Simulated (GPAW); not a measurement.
# GaP (F-43m) in GPAW: notebook

One crystal, GaP, is run at these levels: PBE, PBE0; tasks: single point.

Everything below comes from runs of GPAW 26.7.0. Logs are shortened: lines on timing, memory, paths and dates and some standing lists are left out, and cuts for length are marked. The log counts tension as positive stress, the text compression.

**What was measured.**

“Stacking defects in GaP nanowires: Electronic structure and optical properties”, 2018, arxiv:1810.01194 quotes, for a bulk crystal of GaP at 10 K: band gap 2.34 eV (indirect).

The runs below are set against these values where they give the same quantity.

### 1 The crystal as given

Symmetry: F-43m, No. 216, cubic system. The conventional cell has a = 5.451 Å, b = 5.451 Å, c = 5.451 Å, α = 90.00°, β = 90.00°, γ = 90.00°. Ga (site symmetry -43m) has 4 P at 2.36 Å as nearest neighbours. P (site symmetry -43m) has 4 Ga at 2.36 Å as nearest neighbours.

### 2 Single point, PBE

run.py reads:

```python
from ase import Atoms
from ase.dft.bandgap import bandgap
from ase.io import write
from ase.units import GPa
from gpaw import GPAW, PW

atoms = Atoms(['Ga', 'P'],
              cell=[[0.0, 2.72525, 2.72525],
                    [2.72525, 0.0, 2.72525],
                    [2.72525, 2.72525, 0.0]],
              scaled_positions=[[0.0, 0.0, 0.0],
                                [0.75, 0.75, 0.75]],
              pbc=True)

calc = GPAW(mode=PW(450),
            xc='PBE',
            kpts={'size': (7, 7, 7), 'gamma': True},
            occupations={'name': 'fermi-dirac', 'width': 0.05},
            nbands=11,
            maxiter=120,
            txt='gpaw.txt')
atoms.calc = calc
energy = atoms.get_potential_energy()
forces = atoms.get_forces()
stress = atoms.get_stress()
calc.write('gs.gpw')
write('result.traj', atoms)
print(f'Energy: {energy:.6f} eV')
print('Forces (eV/A):')
print(forces.round(4))
print('Stress (GPa):', (stress / GPa).round(3))
print('Fermi level:', round(calc.get_fermi_level(), 4), 'eV')
print(f'Gap: {bandgap(calc)[0]:.4f} eV, direct: {bandgap(calc, direct=True)[0]:.4f} eV')
```

Potentials or basis: GPAW PAW data sets (gpaw-data 1.2.1), pw.

On the command line:

```bash
$ OMP_NUM_THREADS=1 python run.py
```

gpaw.txt:

```text
__  _  _
 | _ |_)|_||  |
 |__||  | ||/\| - 26.7.0

Input parameters:
  mode=PW(ecut=450.00000000000006),
  kpts=MonkhorstPack(size=(7, 7, 7), gamma=True),
  maxiter=120,
  nbands=11,
  occupations=Occupations(name='fermi-dirac', width=0.05),
  xc=XC(name='PBE')

Diagonalizing LCAO Hamiltonian
Converting LCAO to pw mode

                    P

       Ga

Atoms  # Å, Bohr magnetons
|   | symbol |        x |        y |        z |    initial magnetic moments |
|---|--------|----------|----------|----------|-----------------------------|
| 0 |     Ga | 0.000000 | 0.000000 | 0.000000 | ( 0.0000,  0.0000,  0.0000) |
| 1 |      P | 4.087875 | 4.087875 | 4.087875 | ( 0.0000,  0.0000,  0.0000) |

Unit cell  # Å
| periodic |        x |        y |        z |  lengths |    angles |
|----------|----------|----------|----------|----------|-----------|
|      yes | 0.000000 | 2.725250 | 2.725250 | 3.854086 | 60.000000 |
|      yes | 2.725250 | 0.000000 | 2.725250 | 3.854086 | 60.000000 |
|      yes | 2.725250 | 2.725250 | 0.000000 | 3.854086 | 60.000000 |

Number of symmetries: 24
Symmetry operations  # r_c * U_cc + t_c -> r_c
|    | kind |            matrix            |
|----|------|------------------------------|
|  0 |  E   |  1, 0, 0,  0, 1, 0,  0, 0, 1 |
|  1 |  σ   |  1, 0, 0,  0, 0, 1,  0, 1, 0 |
|  2 |  σ   |  1, 0,-1,  0, 1,-1,  0, 0,-1 |
|  3 |  C3  |  1, 0,-1,  0, 0,-1,  0, 1,-1 |
|  4 |  C3  |  1,-1, 0,  0,-1, 1,  0,-1, 0 |
|  5 |  σ   |  1,-1, 0,  0,-1, 0,  0,-1, 1 |
|  6 |  σ   |  0, 1, 0,  1, 0, 0,  0, 0, 1 |
|  7 |  C3  |  0, 1, 0,  0, 0, 1,  1, 0, 0 |
|  8 |  C2  |  0, 1,-1,  1, 0,-1,  0, 0,-1 |
|  9 |  S4  |  0, 1,-1,  0, 0,-1,  1, 0,-1 |
| 10 |  C3  |  0, 0, 1,  1, 0, 0,  0, 1, 0 |
| 11 |  σ   |  0, 0, 1,  0, 1, 0,  1, 0, 0 |
| 12 |  S4  |  0, 0,-1,  1, 0,-1,  0, 1,-1 |
| 13 |  C3  |  0, 0,-1,  0, 1,-1,  1, 0,-1 |
| 14 |  S4  |  0,-1, 1,  1,-1, 0,  0,-1, 0 |
| 15 |  C2  |  0,-1, 1,  0,-1, 0,  1,-1, 0 |
| 16 |  C3  |  0,-1, 0,  1,-1, 0,  0,-1, 1 |
| 17 |  S4  |  0,-1, 0,  0,-1, 1,  1,-1, 0 |
| 18 |  S4  | -1, 1, 0, -1, 0, 1, -1, 0, 0 |
| 19 |  C3  | -1, 1, 0, -1, 0, 0, -1, 0, 1 |
| 20 |  C3  | -1, 0, 1, -1, 1, 0, -1, 0, 0 |
| 21 |  S4  | -1, 0, 1, -1, 0, 0, -1, 1, 0 |
| 22 |  σ   | -1, 0, 0, -1, 1, 0, -1, 0, 1 |
| 23 |  C2  | -1, 0, 0, -1, 0, 1, -1, 1, 0 |

BZ-sampling:
  Number of BZ points: 343
  Number of IBZ points: 20

  Monkhorst-Pack size: [7, 7, 7]
  Monkhorst-Pack shift: [0, 0, 0]

K-points  # in reciprocal-cell coordinates
|     |                                coordinates |     weight |
|-----|--------------------------------------------|------------|
|   0 | (  0.00000000,   0.00000000,   0.00000000) | 0.00291545 |
|   1 | (  0.14285714,   0.14285714,   0.00000000) | 0.01749271 |
|   2 | (  0.14285714,   0.14285714,   0.14285714) | 0.02332362 |
|   3 | (  0.28571429,   0.14285714,   0.14285714) | 0.03498542 |
|   4 | (  0.28571429,   0.28571429,   0.00000000) | 0.01749271 |
|   5 | (  0.28571429,   0.28571429,   0.14285714) | 0.06997085 |
|   6 | (  0.28571429,   0.28571429,   0.28571429) | 0.02332362 |
|   7 | (  0.42857143,  -0.28571429,  -0.28571429) | 0.03498542 |
|   8 | (  0.42857143,   0.28571429,  -0.42857143) | 0.13994169 |
|   9 | (  0.42857143,   0.28571429,  -0.28571429) | 0.06997085 |
| ... |                                            |            |
|  19 | (  0.42857143,   0.42857143,   0.42857143) | 0.02332362 |

Plane wave coefficients: 893
Cutoff: 450.00000000000006 eV

Spin-components: 1 (collinear spins)
Bands:           11
Projectors:      10
Spin-degeneracy: 2
Datatype:        complex128

Parallelization:
  kpt:    1
  domain: 1
  band:   1

Density:
  Valence electrons: 8.0
  Components: 1
  Grid points: [20 20 20]
  Charge: 0.0  # |e|

Potential:
  Grid points: [20 20 20]

species:
  Ga:
    name:    Gallium
    Z:       31.0
    valence: 3
    core:    28
    charge:  0.0  # [|e|]
    compensation charges:
      type: gauss
      rc: 0.37  # [Å]
      lmax: 2
    cutoffs:
      filter: 2.06  # [Å]
      core: 4.17  # [Å]
    projectors
    | kind |    occ | energy [eV] | rcut [Å] |
    |------|--------|-------------|----------|
    |   4s |  2.000 |      -8.945 |    1.164 |
    |   4p |  1.000 |      -2.580 |    1.164 |
    |    s |        |      18.266 |    1.164 |
    |    p |        |      24.631 |    1.164 |
    |    d |        |       0.000 |    1.164 |

    Using partial waves for Ga as LCAO basis

  P:
    name:    Phosphorus
    Z:       15.0
    valence: 5
    core:    10
    charge:  0.0  # [|e|]
    compensation charges:
      type: gauss
      rc: 0.30  # [Å]
      lmax: 2
    cutoffs:
      filter: 1.69  # [Å]
      core: 1.81  # [Å]
    projectors
    | kind |    occ | energy [eV] | rcut [Å] |
    |------|--------|-------------|----------|
    |   3s |  2.000 |     -13.968 |    0.953 |
    |   3p |  3.000 |      -5.506 |    0.953 |
    |    s |        |      13.244 |    0.953 |
    |    p |        |      21.705 |    0.953 |
    |    d |        |       0.000 |    0.953 |

    Using partial waves for P as LCAO basis

Reference energy: -62187.585188  # eV

eigensolver:
  PPCG
  Converge bands: occupied
  niter=2

density mixing:
  MSR1-Mixer
  Pratt-step length: 0.05
  Maximum mixing coefficient: 0.75
  Old densities: 10
  SVD Regularization: 0.005
  Good broyden scale: 1.0
  Trust region scale: 1.0
  Backstep threshold: 4.0
  History deletion threshold: 6.0
  Fourier metric: weight=20.0, sigma=0.015

occupation numbers:
  Fermi-Dirac:
    width: 0.0500  # eV

poisson solver:
  ecut: 3600.0000000000005  # eV

xc functional:
  name: PBE with 2 nearest neighbor stencil

convergence criteria:
- Maximum [total energy] change in last 3 cyles: 0.0005 eV / valence electron
- Maximum integral of absolute [dens]ity change: 0.0001 electrons / valence electron
- Maximum integral of absolute [eigenst]ate change: 4e-08 eV^2 / valence electron
maximum number of iterations: 120

SCF iterations
|iter     | |      energy | eigst |  dens |
|---------|-|-------------|-------|-------|
|iter:   1| |   -9.215000 | -0.29 |       |
|iter:   2| |   -9.180654 | -2.35 | -0.83 |
|iter:   3| |   -9.031321 | -1.89 | -0.87 |
|iter:   4| |   -9.032517 | -3.45 | -1.52 |
|iter:   5| |   -9.032806c| -4.35 | -2.05 |
|iter:   6| |   -9.032843c| -5.62 | -2.80 |
|iter:   7| |   -9.032843c| -7.20 | -3.79 |
|iter:   8| |   -9.032843c| -7.59c| -4.36c|

Converged in 8 steps
Energy contributions relative to reference atoms: (reference = -62187.585188)

Energy contributions:
  Kinetic:          24.599344
  Coulomb:         -21.582822
  Zero:              0.013919
  External:          0.000000
  Xc:              -12.063284
  Entropy:          -0.000000
  Spinorbit:         0.000000
  ----------------------------
  Free energy:      -9.032843
  Extrapolated:     -9.032843

dipole moment: (-10.816882, -10.816882, -10.816882)  # |e|*Ang

Fermi level: 5.742
Eigenvalues  # (at kpt = [0.000, 0.000, 0.000])
| band index |      eig [eV] | occ [0-2] |
|------------|---------------|-----------|
|          0 |        -7.507 |     2.000 |
|          1 |         4.956 |     2.000 |
|          2 |         4.956 |     2.000 |
|          3 |         4.956 |     2.000 |
|          4 |         6.850 |     0.000 |
|          5 |         8.886 |     0.000 |
|          6 |         8.886 |     0.000 |
|          7 |         8.886 |     0.000 |
|          8 |        13.832 |     0.000 |
|          9 |        14.656 |     0.000 |
|         10 |        14.657 |     0.000 |

Gap: 1.613 eV
Transition (v -> c):
  (s=0, k=0, n=3, [0.00, 0.00, 0.00]) -> (s=0, k=16, n=4, [0.43, 0.43, 0.00])
Direct/indirect transitions are different
Direct gap: 1.894 eV
Transition at: (s=0, k=0, n=3, [0.00, 0.00, 0.00])

Forces  # eV/Ang
|        x |        y |        z |
|----------|----------|----------|
|  0.00000 | -0.00000 | -0.00000 |  # Ga   0
| -0.00000 |  0.00000 | -0.00000 |  # P    1

Stress tensor  # eV/Ang^3
|         x |         y |         z |
|-----------|-----------|-----------|
| -0.028518 |  0.000000 |  0.000000 |
|  0.000000 | -0.028518 |  0.000000 |
|  0.000000 |  0.000000 | -0.028518 |

# Writing to gs.gpw (mode='')
```

Wall time 12 s (1 thread of Intel Xeon at 2.50GHz (Skylake/Cascade Lake), shared host); peak memory 0.13 GiB.

Results:

| Item | Value |
| --- | --- |
| Free energy | -9.0328 eV |
| Pressure | 4.6 GPa |
| Band gap on the k mesh | 1.61 eV, indirect (least direct gap 1.89 eV) |

Caveat: the cutoff is short for stress and forces, so pressures can be off by a GPa or more; an odd mesh through Γ misses points on the zone boundary, where band edges often lie.

### 3 Single point, PBE0

run.py reads:

```python
from ase import Atoms
from ase.dft.bandgap import bandgap
from ase.io import write
from ase.parallel import parprint
from gpaw import GPAW, PW

atoms = Atoms(['Ga', 'P'],
              cell=[[0.0, 2.72525, 2.72525],
                    [2.72525, 0.0, 2.72525],
                    [2.72525, 2.72525, 0.0]],
              scaled_positions=[[0.0, 0.0, 0.0],
                                [0.75, 0.75, 0.75]],
              pbc=True)

calc = GPAW(mode=PW(450),
            xc='PBE0',
            kpts={'size': (6, 6, 6), 'gamma': True},
            occupations={'name': 'fermi-dirac', 'width': 0.05},
            nbands=9,
            convergence={'density': 1e-05, 'energy': 1e-05},
            maxiter=60,
            txt='gpaw.txt')
atoms.calc = calc
energy = atoms.get_potential_energy()
forces = atoms.get_forces()
calc.write('gs.gpw')
write('result.traj', atoms)
parprint(f'Energy: {energy:.6f} eV')
parprint('Forces (eV/A):')
parprint(forces.round(4))
parprint('Fermi level:', round(calc.get_fermi_level(), 4), 'eV')
parprint(f'Gap: {bandgap(calc)[0]:.4f} eV, direct: {bandgap(calc, direct=True)[0]:.4f} eV')
```

Potentials or basis: GPAW PAW data sets (gpaw-data 1.2.1), pw.

On the command line:

```bash
$ OMP_NUM_THREADS=1 mpirun -n 8 gpaw python run.py
```

gpaw.txt:

```text
__  _  _
 | _ |_)|_||  |
 |__||  | ||/\| - 26.7.0

Input parameters:
  mode=PW(ecut=450.00000000000006),
  convergence={'density': 1e-05, 'energy': 1e-05},
  kpts=MonkhorstPack(size=(6, 6, 6), gamma=True),
  maxiter=60,
  nbands=9,
  occupations=Occupations(name='fermi-dirac', width=0.05),
  xc=XC(name='PBE0')

Diagonalizing LCAO Hamiltonian
Converting LCAO to pw mode

                    P

       Ga

Atoms  # Å, Bohr magnetons
|   | symbol |        x |        y |        z |    initial magnetic moments |
|---|--------|----------|----------|----------|-----------------------------|
| 0 |     Ga | 0.000000 | 0.000000 | 0.000000 | ( 0.0000,  0.0000,  0.0000) |
| 1 |      P | 4.087875 | 4.087875 | 4.087875 | ( 0.0000,  0.0000,  0.0000) |

Unit cell  # Å
| periodic |        x |        y |        z |  lengths |    angles |
|----------|----------|----------|----------|----------|-----------|
|      yes | 0.000000 | 2.725250 | 2.725250 | 3.854086 | 60.000000 |
|      yes | 2.725250 | 0.000000 | 2.725250 | 3.854086 | 60.000000 |
|      yes | 2.725250 | 2.725250 | 0.000000 | 3.854086 | 60.000000 |

Number of symmetries: 24
Symmetry operations  # r_c * U_cc + t_c -> r_c
|    | kind |            matrix            |
|----|------|------------------------------|
|  0 |  E   |  1, 0, 0,  0, 1, 0,  0, 0, 1 |
|  1 |  σ   |  1, 0, 0,  0, 0, 1,  0, 1, 0 |
|  2 |  σ   |  1, 0,-1,  0, 1,-1,  0, 0,-1 |
|  3 |  C3  |  1, 0,-1,  0, 0,-1,  0, 1,-1 |
|  4 |  C3  |  1,-1, 0,  0,-1, 1,  0,-1, 0 |
|  5 |  σ   |  1,-1, 0,  0,-1, 0,  0,-1, 1 |
|  6 |  σ   |  0, 1, 0,  1, 0, 0,  0, 0, 1 |
|  7 |  C3  |  0, 1, 0,  0, 0, 1,  1, 0, 0 |
|  8 |  C2  |  0, 1,-1,  1, 0,-1,  0, 0,-1 |
|  9 |  S4  |  0, 1,-1,  0, 0,-1,  1, 0,-1 |
| 10 |  C3  |  0, 0, 1,  1, 0, 0,  0, 1, 0 |
| 11 |  σ   |  0, 0, 1,  0, 1, 0,  1, 0, 0 |
| 12 |  S4  |  0, 0,-1,  1, 0,-1,  0, 1,-1 |
| 13 |  C3  |  0, 0,-1,  0, 1,-1,  1, 0,-1 |
| 14 |  S4  |  0,-1, 1,  1,-1, 0,  0,-1, 0 |
| 15 |  C2  |  0,-1, 1,  0,-1, 0,  1,-1, 0 |
| 16 |  C3  |  0,-1, 0,  1,-1, 0,  0,-1, 1 |
| 17 |  S4  |  0,-1, 0,  0,-1, 1,  1,-1, 0 |
| 18 |  S4  | -1, 1, 0, -1, 0, 1, -1, 0, 0 |
| 19 |  C3  | -1, 1, 0, -1, 0, 0, -1, 0, 1 |
| 20 |  C3  | -1, 0, 1, -1, 1, 0, -1, 0, 0 |
| 21 |  S4  | -1, 0, 1, -1, 0, 0, -1, 1, 0 |
| 22 |  σ   | -1, 0, 0, -1, 1, 0, -1, 0, 1 |
| 23 |  C2  | -1, 0, 0, -1, 0, 1, -1, 1, 0 |

BZ-sampling:
  Number of BZ points: 216
  Number of IBZ points: 16

  Monkhorst-Pack size: [6, 6, 6]
  Monkhorst-Pack shift: [0.08333333333333333, 0.08333333333333333, 0.08333333333333333]

K-points  # in reciprocal-cell coordinates
|     |                                coordinates |     weight |
|-----|--------------------------------------------|------------|
|   0 | (  0.00000000,   0.00000000,   0.00000000) | 0.00462963 |
|   1 | (  0.16666667,   0.16666667,   0.00000000) | 0.02777778 |
|   2 | (  0.16666667,   0.16666667,   0.16666667) | 0.03703704 |
|   3 | (  0.33333333,   0.16666667,   0.16666667) | 0.05555556 |
|   4 | (  0.33333333,   0.33333333,  -0.33333333) | 0.05555556 |
|   5 | (  0.33333333,   0.33333333,   0.00000000) | 0.02777778 |
|   6 | (  0.33333333,   0.33333333,   0.16666667) | 0.11111111 |
|   7 | (  0.33333333,   0.33333333,   0.33333333) | 0.03703704 |
|   8 | (  0.50000000,   0.33333333,  -0.33333333) | 0.11111111 |
|   9 | (  0.50000000,   0.33333333,  -0.16666667) | 0.05555556 |
| ... |                                            |            |
|  15 | (  0.50000000,   0.50000000,   0.50000000) | 0.01851852 |

Plane wave coefficients: 899
Cutoff: 450.00000000000006 eV

Spin-components: 1 (collinear spins)
Bands:           9
Projectors:      10
Spin-degeneracy: 2
Datatype:        complex128

Parallelization:
  kpt:    8
  domain: 1
  band:   1

Density:
  Valence electrons: 8.0
  Components: 1
  Grid points: [20 20 20]
  Charge: 0.0  # |e|

Potential:
  Grid points: [20 20 20]

species:
  Ga:
    name:    Gallium
    Z:       31.0
    valence: 3
    core:    28
    charge:  0.0  # [|e|]
    compensation charges:
      type: gauss
      rc: 0.37  # [Å]
      lmax: 2
    cutoffs:
      filter: 2.06  # [Å]
      core: 4.17  # [Å]
    projectors
    | kind |    occ | energy [eV] | rcut [Å] |
    |------|--------|-------------|----------|
    |   4s |  2.000 |      -8.945 |    1.164 |
    |   4p |  1.000 |      -2.580 |    1.164 |
    |    s |        |      18.266 |    1.164 |
    |    p |        |      24.631 |    1.164 |
    |    d |        |       0.000 |    1.164 |

    Using partial waves for Ga as LCAO basis

  P:
    name:    Phosphorus
    Z:       15.0
    valence: 5
    core:    10
    charge:  0.0  # [|e|]
    compensation charges:
      type: gauss
      rc: 0.30  # [Å]
      lmax: 2
    cutoffs:
      filter: 1.69  # [Å]
      core: 1.81  # [Å]
    projectors
    | kind |    occ | energy [eV] | rcut [Å] |
    |------|--------|-------------|----------|
    |   3s |  2.000 |     -13.968 |    0.953 |
    |   3p |  3.000 |      -5.506 |    0.953 |
    |    s |        |      13.244 |    0.953 |
    |    p |        |      21.705 |    0.953 |
    |    d |        |       0.000 |    0.953 |

    Using partial waves for P as LCAO basis

Reference energy: -62187.585188  # eV

eigensolver:
  PPCG
  Converge bands: occupied
  niter=2

density mixing:
  MSR1-Mixer
  Pratt-step length: 0.05
  Maximum mixing coefficient: 0.75
  Old densities: 10
  SVD Regularization: 0.005
  Good broyden scale: 1.0
  Trust region scale: 1.0
  Backstep threshold: 4.0
  History deletion threshold: 6.0
  Fourier metric: weight=20.0, sigma=0.015

occupation numbers:
  Fermi-Dirac:
    width: 0.0500  # eV

poisson solver:
  ecut: 3600.0000000000005  # eV

xc functional:
  name: HYB_GGA_XC_PBEH with 2 nearest neighbor stencil

convergence criteria:
- Maximum integral of absolute [dens]ity change: 1e-05 electrons / valence electron
- Maximum [total energy] change in last 3 cyles: 1e-05 eV / valence electron
- Maximum integral of absolute [eigenst]ate change: 4e-08 eV^2 / valence electron
maximum number of iterations: 60

IBZ(<points: 16, symmetries: 24>)
Occupied bands: 4
SCF iterations
|iter     | |      energy | eigst |  dens |
|---------|-|-------------|-------|-------|
|iter:   1| | -669.577923 | -0.09 |       |
|iter:   2| |  -10.509127 | -0.75 | -0.70 |
|iter:   3| |  -10.410179 | -1.96 | -0.79 |
|iter:   4| |  -10.338023 | -2.29 | -0.99 |
|iter:   5| |  -10.331520 | -2.83 | -1.37 |
|iter:   6| |  -10.325279 | -3.23 | -1.71 |
|iter:   7| |  -10.325147 | -4.32 | -2.13 |
|iter:   8| |  -10.324420 | -4.18 | -2.19 |
|iter:   9| |  -10.324200 | -4.87 | -2.40 |
|iter:  10| |  -10.324189 | -5.56 | -2.86 |
|iter:  11| |  -10.324187c| -6.12 | -3.35 |
|iter:  12| |  -10.324188c| -7.25 | -4.38 |
|iter:  13| |  -10.324188c| -8.10c| -4.34 |
|iter:  14| |  -10.324188c|-10.13c| -4.93 |
|iter:  15| |  -10.324188c| -9.44c| -5.16c|

Converged in 15 steps
Energy contributions relative to reference atoms: (reference = -62187.585188)

Energy contributions:
  Kinetic:          17.216083
  Coulomb:         -14.416157
  Zero:             -0.073947
  External:          0.000000
  Xc:              646.707342
  Entropy:          -0.000000
  Spinorbit:         0.000000
  Hybrid_Xc_Cc:      -639.920192
  Hybrid_Xc_Vc:        -4.894099
  Hybrid_Xc_Vv:       -14.943217
  ----------------------------
  Free energy:     -10.324188
  Extrapolated:    -10.324188

dipole moment: (-10.764485, -10.764485, -10.764485)  # |e|*Ang

Fermi level: 5.492
Eigenvalues  # (at kpt = [0.000, 0.000, 0.000])
| band index |      eig [eV] | occ [0-2] |
|------------|---------------|-----------|
|          0 |        -9.685 |     2.000 |
|          1 |         4.168 |     2.000 |
|          2 |         4.168 |     2.000 |
|          3 |         4.168 |     2.000 |
|          4 |         7.619 |     0.000 |
|          5 |         9.636 |     0.000 |
|          6 |         9.636 |     0.000 |
|          7 |         9.636 |     0.000 |
|          8 |        14.759 |     0.000 |

Gap: 2.977 eV
Transition (v -> c):
  (s=0, k=0, n=3, [0.00, 0.00, 0.00]) -> (s=0, k=12, n=4, [0.50, 0.50, 0.00])
Direct/indirect transitions are different
Direct gap: 3.450 eV
Transition at: (s=0, k=0, n=3, [0.00, 0.00, 0.00])

Forces  # eV/Ang
|       x |        y |       z |
|---------|----------|---------|
| 0.00000 |  0.00000 | 0.00000 |  # Ga   0
| 0.00000 | -0.00000 | 0.00000 |  # P    1

# Writing to gs.gpw (mode='')
```

It took 7 min on 8 MPI ranks of Arm Neoverse V1, shared host; peak memory 0.19 GiB.

What came out:

| Property | Result |
| --- | --- |
| Free energy | -10.3242 eV |
| Band gap on the k mesh | 2.98 eV, indirect (least direct gap 3.45 eV) |

Levels at points of the mesh, in eV from the valence-band top:
```csv
k point,band 1,band 2,band 3,band 4,band 5
"(0.00, 0.00, 0.00)",-13.85,0.00,0.00,0.00,3.45
"(0.50, 0.50, 0.00)",-10.77,-7.42,-2.95,-2.95,2.98
"(0.50, 0.50, 0.50)",-11.73,-7.31,-1.23,-1.23,3.17
```

Caveat: the PAW data sets were made with another functional, which shifts forces and pressure a little.

### 4 Against experiment

Step 2. The gap isn't set beside the deposited one, since this odd mesh misses points on the zone boundary.

Step 3. A measured gap of GaP is 2.34 eV (indirect; 10 K; quoted in “Stacking defects in GaP nanowires: Electronic structure and optical properties”, 2018, arxiv:1810.01194); the calculated 2.98 eV misses it by +0.64 eV. Spin-orbit coupling on Ga is left out. The value is that of PBE0 on a finite k mesh, which can miss the band edges, without temperature or zero-point motion.
